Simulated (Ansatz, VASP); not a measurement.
Two plane-wave programs on BP

INCAR

```
SYSTEM = BP
ALGO = Normal
EDIFF = 1E-6
ENCUT = 520
GGA = PE
ISIF = 2
ISMEAR = 0
LASPH = .TRUE.
LCHARG = .FALSE.
LREAL = .FALSE.
LWAVE = .FALSE.
NBANDS = 11
NELM = 60
PREC = Accurate
SIGMA = 0.05
```

Contents of KPOINTS:

```
k-points
0
G
  10 10 10
  0 0 0
```

Contents of POSCAR:

```
BP
1.0
    0.0000000000      2.3196348994      2.2741518622
    2.2741518622      0.0000000000      2.2741518622
    2.2741518622      2.3196348994      0.0000000000
B P
1 1
Direct
    0.0000000000      0.0000000000      0.0000000000
    0.7500000000      0.7500000000      0.7500000000
```

Input for Ansatz:

```yaml
crystal:
  lattice:
    - [0.0, 2.3196348994, 2.2741518622]
    - [2.2741518622, 0.0, 2.2741518622]
    - [2.2741518622, 2.3196348994, 0.0]
  atoms:
    - { symbol: B, position: [0.0, 0.0, 0.0] }
    - { symbol: P, position: [0.75, 0.75, 0.75] }
basis:
  ecutwfc: 420
kpoints:
  mp_grid: { grid: [10, 10, 10] }
hamiltonian:
  xc: pbe
scf:
  occupations: { method: gaussian, width: 0.05 }
output:
  forces: true
  stress: true
  eigenvalues: true
```

Change from the starting cell: strain +0.0200 x Voigt [0, 1, 0, 0, 0, 0], atoms carried along.

Alike in both runs: task single point; functional PBE; k mesh 10 × 10 × 10; occupations gaussian, width 0.05 eV; no spin polarisation.

|  | VASP | Ansatz |
| --- | --- | --- |
| version | VASP 6.6.1 | Ansatz 0.2.0 |
| potentials or method | VASP PAW PBE potentials, release 64 (B, P) | scalar-relativistic, plane waves, PAW |
| plane-wave cutoff (eV) | 520 | 420 |
| valence electrons in the cell | 8 | 8 |

```csv
,VASP,Ansatz,Ansatz less VASP
gap on the k mesh at the Fermi level (eV),1.13,1.13,+0.004
least direct gap on the mesh (eV),3.26,3.27,+0.003
pressure (GPa),-3.3,-3.1,+0.21
largest component of the traceless stress (GPa),3.55,3.55,-0.005
```

A k mesh can miss the band edges.
